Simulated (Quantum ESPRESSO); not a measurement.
Runs of Quantum ESPRESSO 7.5 on HfN. The structure is cubic, space group F-43m (No. 216). The conventional cell has a = 4.910 Å, b = 4.910 Å, c = 4.910 Å, α = 90.00°, β = 90.00°, γ = 90.00°. Hf (site symmetry -43m) has 4 N at 2.13 Å as nearest neighbours. Around N (site symmetry -43m) lie 4 Hf at 2.13 Å. The cell comes from a database or a generator and needn't be the stable form of this composition.

```csv
task,level,potentials or basis,cell,k mesh,cutoff (eV),SCF threshold,form of the LDA correlation,symmetry,gap on the mesh (eV),pressure (GPa),V0 of scaled cells (Å³/atom),B0 (GPa)
single point,PBEsol,GBRV 1.5 PBEsol,as given,9 × 9 × 9,612,4e-10 Ry,-,-,none,-5.1,-,-
equation of state,LDA,GBRV 1.5 LDA,as given,9 × 9 × 9,612,4e-10 Ry,PZ81,-,-,-,14.11,217
band structure,r2SCAN,SG15 PBE 1.2,as given,7 × 7 × 7,1197,1e-08 Ry,-,off,none,-8.3,-,-
equation of state,r2SCAN,SG15 PBE 1.2,as given,7 × 7 × 7,1197,1e-08 Ry,-,off,-,-,(a),215
equation of state,PBEsol,GBRV 1.5 PBEsol,as given,9 × 9 × 9,612,4e-10 Ry,-,-,-,-,14.42,(b)
band structure,PBEsol,GBRV 1.5 PBEsol,as given,9 × 9 × 9,612,4e-10 Ry,-,-,none,-5.1,-,-
single point,PBEsol,GBRV 1.5 PBEsol,"atoms moved at random, drawn with an rms of 0.05 Å",9 × 9 × 9,612,4e-10 Ry,-,-,none,-4.9,-,-
```

Alike in all rows: no spin polarisation; smearing fermi-dirac 0.05 eV.

Fill in the values left out.

(a) 14.19; (b) 205.

Caveats: the potentials were made for another functional, which shifts forces and pressure (some runs); spin-orbit coupling is left out, which moves the levels of the heavy elements (some runs).

A k mesh can miss the band edges, and the runs leave out spin-orbit coupling on Hf.

A gap of «none» marks a metal or a gap under the smearing width.

The runs don't all hold the same shells in valence.
